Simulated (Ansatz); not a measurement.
Set up this calculation in Ansatz 0.2.0, as the native input.

- Task: relaxation of cell and atoms
- Functional: PBE
- Potentials or basis: Ansatz PAW
- Cutoff: 420 eV (not typed: the program's choice for these potentials)
- k mesh: 8 × 8 × 8
- Occupations: fermi-dirac, width 0.05 eV
- Spin: no spin polarisation
- Target pressure: 2 GPa
- Target pressure (GPa): 2

Crystal: InPd.

```xyz
2
Lattice="0.0000 2.7461 2.7461 2.7461 0.0000 2.7461 2.7461 2.7461 0.0000" Properties=species:S:1:pos:R:3 pbc="T T T"
In    0.0000    0.0000    0.0000
Pd    2.7461    2.7461    2.7461
```

The cell was built by a generator and needn't be a form met in nature.

The input as run:

input.yaml

```yaml
crystal:
  lattice:
    - [0.0, 2.74607, 2.74607]
    - [2.74607, 0.0, 2.74607]
    - [2.74607, 2.74607, 0.0]
  atoms:
    - { symbol: In, position: [0.0, 0.0, 0.0] }
    - { symbol: Pd, position: [0.5, 0.5, 0.5] }
hamiltonian:
  xc: pbe
  pseudopotentials: { kind: paw }
kpoints:
  mp_grid: { grid: [8, 8, 8] }
scf:
  occupations: { method: fermi_dirac, width: 0.05 }
output:
  forces: true
  stress: true
  eigenvalues: true
relax:
  f_tol: 0.01
  max_steps: 40
  cell: { stress_tol: 0.05, p_target: 2.0 }
```

Potentials or basis: Ansatz PAW.

Command:

```bash
$ ansatz run input.yaml --threads 2 --pin off --max-ram 5632MiB --backend cpu --events-out ev --progress --plain --runs-dir out
```

Results of the run:

- Relaxed volume: 20.29 Å³/atom
- Relaxed cell: a = 3.857 Å, b = 3.857 Å, c = 3.857 Å, α = 60.00°, β = 60.00°, γ = 60.00°
- Space group after relaxing (to 0.05 Å): Fm-3m (No. 225)
- Energy change on relaxing (the enthalpy is what falls): +2.8 meV/atom
- Ionic steps: 5
- Pressure after relaxing: 2.0 GPa
- Band gap on the k mesh: none (metal or under the smearing width)

Caveat: the plane-wave basis is chosen anew once the cell has moved, so the energies of steps on either side of that aren't comparable.

Run time: 1.5 s on 2 threads of AMD EPYC 9R45 96-Core Processor (Zen 5), with other jobs on the host, peak memory 0.4 GiB.
